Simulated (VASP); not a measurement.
**KBr in VASP: one cell, several levels of theory**

What does VASP give for KBr (zincblende), under +3.0 % shear in the xy plane, the cell held fixed? Runs: PBE, r2SCAN. This is a trial cell built on a prototype, not taken from a measured structure, and it needn't be the compound's ground state.

Code: VASP 6.6.1. PAW datasets, plane waves. The calculation is spin-unpolarised, and the structure need not be a phase that has been made.

### 1 The structure to begin with

The cell comes from an earlier relaxation with r2SCAN in another program, then strained, with the atoms relaxed again.

The symmetry is Imm2 (No. 44, orthorhombic); conventional cell a = 5.138 Å, b = 5.294 Å, c = 7.377 Å, 50.16 Å³ an atom. K has 4 Br at 3.19–3.20 Å; Br has 4 K at 3.19–3.20 Å.

The structure in full:

```xyz
2
Lattice="0.0553 3.6883 3.6883 3.6883 0.0553 3.6883 3.7436 3.7436 0.0000" Properties=species:S:1:pos:R:3 pbc="T T T"
K     0.0000    0.0000    0.0252
Br    1.8718    1.8718    1.8189
```

### 2 PBE at this geometry

The input, INCAR:

```
ENCUT = 520.000000
SIGMA = 0.020000
EDIFF = 1.00e-07
GGA = PE
PREC = Accurate
IBRION = -1
ISIF = 2
ISMEAR = -1
NBANDS = 15
NELM = 120
NSW = 0
LASPH = .TRUE.
LCHARG = .FALSE.
LWAVE = .FALSE.
LREAL = .FALSE.
```

The input, KPOINTS:

```
KPOINTS created by Atomic Simulation Environment
0
Gamma
6 6 6
0 0 0
```

The input, KPOINTS_OPT:

```
special points
7
Reciprocal
0.0000000000 0.0000000000 0.0000000000 1
-0.5000000000 -0.5000000000 0.0000000000 1
-0.3750000000 -0.3750000000 0.2500000000 1
-0.3750000000 0.0000000000 0.3750000000 1
0.0000000000 0.0000000000 0.5000000000 1
-0.5000000000 -0.2500000000 0.2500000000 1
0.2291670000 0.2291670000 0.4791670000 1
```

The input, POSCAR:

```
K  Br
 1.0000000000000000
     0.0553244894000000    3.6882992942000001    3.6882992942000001
     3.6882992942000001    0.0553244894000000    3.6882992942000001
     3.7436237835999999    3.7436237835999999    0.0000000000000000
 K   Br
   1   1
Cartesian
 -0.0000000000000000 -0.0000000000000000  0.0252036452624186
  1.8718118918000000  1.8718118917999997  1.8189460018375809
```

Potentials: the recommended PBE PAW datasets, 16 valence electrons in the neutral cell.

Launch:

```
> mpirun -np 1 vasp_std
```

### 3 r2SCAN at this geometry

The input, INCAR:

```
ENCUT = 520.000000
SIGMA = 0.010000
EDIFF = 1.00e-07
ALGO = Normal
METAGGA = R2SCAN
PREC = Accurate
IBRION = -1
ISIF = 2
ISMEAR = 0
NBANDS = 15
NELM = 120
NSW = 0
LASPH = .TRUE.
LCHARG = .TRUE.
LELF = .TRUE.
LWAVE = .FALSE.
LREAL = .FALSE.
```

KPOINTS is that of step 2.

KPOINTS_OPT is that of step 2.

POSCAR is that of step 2.

Before running it: what results should come out? Wanted: for each run, gap; pressure.

**Answer**, as computed:

```
 level  gap (eV)  pressure (GPa)
   PBE      4.26            0.28
r2SCAN      4.82            0.00
```

What this shows: The gap runs from 4.26 eV (PBE) to 4.82 eV (r2SCAN).
